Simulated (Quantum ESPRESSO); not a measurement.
A run of Quantum ESPRESSO 7.5 is set up as follows.

The input pw.in:

```
&CONTROL
  calculation = 'scf'
  prefix = 'pwscf'
  outdir = './tmp'
  pseudo_dir = './pseudo'
  tprnfor = .true.
  tstress = .true.
  disk_io = 'low'
/
&SYSTEM
  ibrav = 0
  celldm(1) = 8
  nat = 4
  ntyp = 2
  ecutwfc = 88
  nbnd = 28
  input_dft = 'r2scan'
  occupations = 'smearing'
  smearing = 'fd'
  degauss = 0.00367493
  nosym = .true.
/
&ELECTRONS
  conv_thr = 1d-08
  electron_maxstep = 120
  mixing_beta = 0.5
/
ATOMIC_SPECIES
Sn   118.7100 Sn_ONCV_PBE-1.2.upf
O     15.9990 O_ONCV_PBE-1.2.upf
CELL_PARAMETERS alat
  0.9008549360743   0.0000000000000   0.0000000000000
  0.0000000000000   0.9008549360743   0.0000000000000
  0.0000000000000   0.0000000000000   1.1543659664739
ATOMIC_POSITIONS crystal
Sn     0.5000000000    0.0000000000    0.7646261400
Sn     0.0000000000    0.5000000000    0.2353738600
O      0.0000000000    0.0000000000    0.0000000000
O      0.5000000000    0.5000000000    0.0000000000
K_POINTS automatic
5 5 4 0 0 0
```

Contents of bands.in:

```
&CONTROL
  calculation = 'bands'
  prefix = 'pwscf'
  outdir = './tmp'
  pseudo_dir = './pseudo'
  disk_io = 'low'
  verbosity = 'high'
/
&SYSTEM
  ibrav = 0
  celldm(1) = 8
  nat = 4
  ntyp = 2
  ecutwfc = 88
  nbnd = 28
  input_dft = 'r2scan'
  occupations = 'smearing'
  smearing = 'fd'
  degauss = 0.00367493
  nosym = .true.
/
&ELECTRONS
  conv_thr = 1d-08
  electron_maxstep = 120
  mixing_beta = 0.5
  diago_full_acc = .true.
  startingwfc = 'random'
/
ATOMIC_SPECIES
Sn   118.7100 Sn_ONCV_PBE-1.2.upf
O     15.9990 O_ONCV_PBE-1.2.upf
CELL_PARAMETERS alat
  0.9008549360743   0.0000000000000   0.0000000000000
  0.0000000000000   0.9008549360743   0.0000000000000
  0.0000000000000   0.0000000000000   1.1543659664739
ATOMIC_POSITIONS crystal
Sn     0.5000000000    0.0000000000    0.7646261400
Sn     0.0000000000    0.5000000000    0.2353738600
O      0.0000000000    0.0000000000    0.0000000000
O      0.5000000000    0.5000000000    0.0000000000
K_POINTS crystal
60
 0.0000000000  0.0000000000  0.0000000000 1
 0.0000000000  0.0833333333  0.0000000000 1
 0.0000000000  0.1666666667  0.0000000000 1
 0.0000000000  0.2500000000  0.0000000000 1
 0.0000000000  0.3333333333  0.0000000000 1
 0.0000000000  0.4166666667  0.0000000000 1
 0.0000000000  0.5000000000  0.0000000000 1
 0.0833333333  0.5000000000  0.0000000000 1
 0.1666666667  0.5000000000  0.0000000000 1
 0.2500000000  0.5000000000  0.0000000000 1
 0.3333333333  0.5000000000  0.0000000000 1
 0.4166666667  0.5000000000  0.0000000000 1
 0.5000000000  0.5000000000  0.0000000000 1
 0.4375000000  0.4375000000  0.0000000000 1
 0.3750000000  0.3750000000  0.0000000000 1
 0.3125000000  0.3125000000  0.0000000000 1
 0.2500000000  0.2500000000  0.0000000000 1
 0.1875000000  0.1875000000  0.0000000000 1
 0.1250000000  0.1250000000  0.0000000000 1
 0.0625000000  0.0625000000  0.0000000000 1
 0.0000000000  0.0000000000  0.0000000000 1
 0.0000000000  0.0000000000  0.1250000000 1
 0.0000000000  0.0000000000  0.2500000000 1
 0.0000000000  0.0000000000  0.3750000000 1
 0.0000000000  0.0000000000  0.5000000000 1
 0.0000000000  0.0833333333  0.5000000000 1
 0.0000000000  0.1666666667  0.5000000000 1
 0.0000000000  0.2500000000  0.5000000000 1
 0.0000000000  0.3333333333  0.5000000000 1
 0.0000000000  0.4166666667  0.5000000000 1
 0.0000000000  0.5000000000  0.5000000000 1
 0.0714285714  0.5000000000  0.5000000000 1
 0.1428571429  0.5000000000  0.5000000000 1
 0.2142857143  0.5000000000  0.5000000000 1
 0.2857142857  0.5000000000  0.5000000000 1
 0.3571428571  0.5000000000  0.5000000000 1
 0.4285714286  0.5000000000  0.5000000000 1
 0.5000000000  0.5000000000  0.5000000000 1
 0.4500000000  0.4500000000  0.5000000000 1
 0.4000000000  0.4000000000  0.5000000000 1
 0.3500000000  0.3500000000  0.5000000000 1
 0.3000000000  0.3000000000  0.5000000000 1
 0.2500000000  0.2500000000  0.5000000000 1
 0.2000000000  0.2000000000  0.5000000000 1
 0.1500000000  0.1500000000  0.5000000000 1
 0.1000000000  0.1000000000  0.5000000000 1
 0.0500000000  0.0500000000  0.5000000000 1
 0.0000000000  0.0000000000  0.5000000000 1
 0.0000000000  0.5000000000  0.0000000000 1
 0.0000000000  0.5000000000  0.1000000000 1
 0.0000000000  0.5000000000  0.2000000000 1
 0.0000000000  0.5000000000  0.3000000000 1
 0.0000000000  0.5000000000  0.4000000000 1
 0.0000000000  0.5000000000  0.5000000000 1
 0.5000000000  0.5000000000  0.0000000000 1
 0.5000000000  0.5000000000  0.1000000000 1
 0.5000000000  0.5000000000  0.2000000000 1
 0.5000000000  0.5000000000  0.3000000000 1
 0.5000000000  0.5000000000  0.4000000000 1
 0.5000000000  0.5000000000  0.5000000000 1
```

Potentials or basis: SG15 PBE 1.2.

Run with:

```console
$ OMP_NUM_THREADS=1 mpirun -n 4 pw.x -nk 2 -in pw.in > pw.out
$ OMP_NUM_THREADS=1 mpirun -n 4 pw.x -nk 4 -in bands.in > bands.out
```

**Question.** Estimate the band gap along the path.

**Answer.** 0.55 eV, indirect (least direct gap 2.34 eV).

**Question.** Estimate the pressure.

**Answer.** -0.6 GPa.

**Question.** What does it give for the largest force?

**Answer.** 0.251 eV/Å.

Stress tensor (GPa, compression positive):
```
-0.55  0.00  0.00
 0.00 -0.55  0.00
 0.00  0.00 -0.85
```

Caveat: the potentials were made for another functional, which shifts forces and pressure; spin-orbit coupling is left out, which moves the levels of the heavy elements.
